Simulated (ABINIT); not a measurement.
**Ir in ABINIT: convergence with pawecutdg**

Input of the first run (pawecutdg 16.5); the others differ in this setting and in those tied to it:

The input run.abi:

```
# Pseudopotentials
pp_dirpath "./"
pseudos "Ir.GGA_PBE-JTH.xml"

# Structure
acell 3*1.0
rprim
     5.1993506861     0.0000000000     0.0000000000
    -2.5996753431     4.5027697773     0.0000000000
     0.0000000000     0.0000000000     8.4325059887
ntypat 1
znucl 77
natom 2
typat 1 1
xred
     0.3333333333     0.6666666667     0.2500000000
     0.6666666667     0.3333333333     0.7500000000

# Plane-wave basis
ecut 435.382180 eV
pawecutdg 16.5
pawxcdev 0

# k points
kptopt 1
ngkpt 11 11 6
nshiftk 1
shiftk 0.0 0.0 0.0

# Exchange and correlation
ixc -106131

# Bands and occupations
nband 19
occopt 4
tsmear 0.1 eV

# SCF cycle
nstep 100
tolvrs 1.0e-9

# Output
iomode 3
prtwf 0
prtden 0
prteig 0
prtebands 0
enunit 1
```

Potentials or basis: JTH PAW PBE v2.0.

Launch:

```bash
$ abinit run.abi > log 2>&1
```

This isn't the form of Ir at room conditions, which is fcc.

Hardware: 1 thread of Arm Neoverse V2 (shared host).

Question: The values tried are 16.5, 19.2, 24, 28.8, 35.2, 43.2, 52.8, loosest first. From which on does the pressure stay within 0.1 GPa of the tightest run that finished?

Answer: From 35.2 on.

| pawecutdg | energy less the tightest run (meV/atom) | pressure (GPa) | SCF cycles | CPU time (s) | peak memory (GiB) |
| --- | --- | --- | --- | --- | --- |
| 16.5 | -0.82 | 15.38 | 13 | 25 | 0.1 |
| 19.2 | -0.16 | 15.48 | 13 | 25 | 0.11 |
| 24 | -0.17 | 15.75 | 13 | 26 | 0.11 |
| 28.8 | 0.18 | 15.44 | 13 | 25 | 0.11 |
| 35.2 | -0.14 | 15.53 | 13 | 25 | 0.12 |
| 43.2 | 0.05 | 15.47 | 13 | 26 | 0.12 |
| 52.8 | 0.00 | 15.55 | 13 | 24 | 0.13 |

Against the tightest run, the energy stays within 1 meV/atom from 16.5 on. The tightest run that finished is the yardstick and may itself not be fully converged.

Caveat, for the tightest run too: so large a pressure means that the cell lies far from this level's equilibrium, or that cutoff or potentials fall short; the potentials were made for another functional, which shifts forces and pressure. The run has no spin-orbit coupling, so splittings on Ir are missing.
